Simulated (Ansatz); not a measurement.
**What a trial cell of HfC relaxes into**

All numbers below come from DFT PBE, scalar-relativistic, plane waves, PAW in Ansatz. Cutoff 420 eV, Gaussian smearing, Γ-centred meshes. Cell and atoms relax first on a coarse mesh and then on a converged one. In between, the cell is made exact in the group found at 0.06 Å. The steps can't lower the symmetry of their start. No spin polarisation.

The guess for HfC was made by a generator: ordered vacancies on the cation sites of antifluorite (F-43m, No. 216) (occupants of the shared sites, in ratio, Hf: 1, vacant: 1). Its size is a rough estimate.

```
Hf C
1.0
     0.00000    2.70893    2.70893
     2.70893    0.00000    2.70893
     2.70893    2.70893    0.00000
Hf C
1 1
Direct
  0.75000 0.75000 0.75000
  0.00000 0.00000 0.00000
```

Formation energies are uncorrected and refer to the elements' standard structures at the same level.

Question: Describe the relaxed structure.

Answer: The symmetry stays F-43m (No. 216). The end has the zinc blende type. The volume per atom shrinks by 19.3 %, from 19.9 to 16.0 Å³. The shortest distance goes from 2.35 Å (Hf–C) to 2.18 Å (Hf–C). The energy falls by about 0.32 eV/atom (the start's value is from the coarse mesh). Conventional cell: a = 5.045 Å. Around Hf lie 4 C at 2.18 Å; around C lie 4 Hf at 2.18 Å.

Space group F-43m (No. 216). a = 5.045 Å, b = 5.045 Å, c = 5.045 Å, α = 90.00°, β = 90.00°, γ = 90.00°
```tsv
atom	site	symmetry	x	y	z
Hf	4c	-43m	0.2500	0.2500	0.2500
C	4a	-43m	0.0000	0.0000	0.0000
```

Question: How does it come out in energy, and is it a metal?

Answer:

- Energy over the elements: −0.283 eV/atom
- Gap on the 12×12×12 mesh of the 2-atom cell: 0.29 eV

It lies below the elements, which doesn't yet make it stable against other compounds or structures.

The last run used Gaussian smearing of 0.02 eV. Spin–orbit coupling, which can matter for Hf, is left out. Kohn–Sham gaps at this level usually fall short of measured ones. The reference form of C is held partly by dispersion forces, which this level lacks. Small gaps are read on the mesh alone, and bands can cross between its points. A structure relaxed within its symmetry needn't be a true minimum.
